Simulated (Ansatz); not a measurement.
# SrCl2: pressure against volume

One table from this session's results is given with a row withheld; the runs are named, their logs left out.

Method: DFT LDA, scalar-relativistic, in Ansatz 0.2.0.

### The starting structure

The structure is cubic, space group Fm-3m (No. 225). Conventional cell: a = 6.971 Å, b = 6.971 Å, c = 6.971 Å, α = 90.00°, β = 90.00°, γ = 90.00°. Sr (site symmetry m-3m) is surrounded by 8 Cl at 3.02 Å. Around Cl (site symmetry -43m) lie 4 Sr at 3.02 Å.

Structure file:

```cif
data_structure
_symmetry_space_group_name_H-M 'Fm-3m'
_symmetry_Int_Tables_number 225
_cell_length_a 6.9710
_cell_length_b 6.9710
_cell_length_c 6.9710
_cell_angle_alpha 90.000
_cell_angle_beta 90.000
_cell_angle_gamma 90.000
_cell_volume 338.75
loop_
_atom_site_label
_atom_site_type_symbol
_atom_site_symmetry_multiplicity
_atom_site_Wyckoff_symbol
_atom_site_fract_x
_atom_site_fract_y
_atom_site_fract_z
_atom_site_occupancy
Sr1 Sr 4 a 0.00000 0.00000 0.00000 1
Cl1 Cl 8 c 0.25000 0.75000 0.75000 1
```

The file gives the conventional cell by its symmetry; the runs use the cell typed in the input.

Atoms are numbered in the order of the input: Sr1, Cl2, Cl3.

Set-up of the first run:

The input, input.yaml:

```yaml
crystal:
  lattice:
    - [0.0, 3.438392874, 3.438392874]
    - [3.438392874, 0.0, 3.438392874]
    - [3.438392874, 3.438392874, 0.0]
  atoms:
    - { symbol: Sr, position: [0.0, 0.0, 0.0] }
    - { symbol: Cl, position: [0.25, 0.25, 0.25] }
    - { symbol: Cl, position: [0.75, 0.75, 0.75] }
kpoints:
  mp_grid: { grid: [8, 8, 8] }
  band_path:
    path:
      - [0.0, 0.0, 0.0]
      - [0.5, 0.0, 0.5]
      - [0.625, 0.25, 0.625]
      - [0.375, 0.375, 0.75]
      - [0.0, 0.0, 0.0]
      - [0.5, 0.5, 0.5]
      - [0.5, 0.25, 0.75]
      - [0.5, 0.0, 0.5]
    npoints: 5
scf:
  occupations: { method: fermi_dirac, width: 0.01 }
hamiltonian:
  xc: lda
  pseudopotentials: { kind: all_electron, lapw: { basis_error: 0.001 } }
output:
  forces: true
  stress: true
  eigenvalues: true
```

Command:

```console
ansatz run input.yaml --threads 1 --pin off --max-ram 4096MiB --backend cpu --events-out ev --progress --plain --runs-dir out
```

Steps of the session up to this table: Volume × 0.96, LAPW; Volume × 0.96, PAW; Volume × 0.96, crystal datasets; Volume × 0.99, LAPW; Volume × 0.99, PAW; Volume × 0.99, crystal datasets; Volume × 1.02, LAPW; Volume × 1.02, PAW; Volume × 1.02, crystal datasets; Volume × 1.06, LAPW; Volume × 1.06, PAW; Volume × 1.06, crystal datasets.

One table of the session follows, with a row left open; its other results are not shown here.

It belongs to the step «The equation of state». 

| method | volume (Å³/atom) | pressure (GPa) | gap on the k mesh (eV) |
| --- | --- | --- | --- |
| LAPW | 27.100 | -1.37 | 5.05 |
| LAPW | 27.947 | -2.45 | 4.93 |
| LAPW | 28.794 | -3.35 | 4.82 |
| LAPW | 29.923 | -4.32 | 4.68 |
| PAW | 27.100 | -1.37 | 5.04 |
| PAW | 27.947 | -2.45 | 4.93 |
| PAW | 28.794 | -3.35 | 4.82 |
| PAW | 29.923 | ? | ? |
| crystal datasets | 27.100 | -1.37 | 5.05 |
| crystal datasets | 27.947 | -2.45 | 4.93 |
| crystal datasets | 28.794 | -3.35 | 4.82 |
| crystal datasets | 29.923 | -4.32 | 4.68 |

Estimate the missing values for PAW, 29.923.

As computed: pressure (GPa): -4.33; gap on the k mesh (eV): 4.67. In the column «pressure (GPa)» it is the lowest.

Caveats from the session: Warnings in the runs' records: gradients without spin orbit, crystal datasets made.
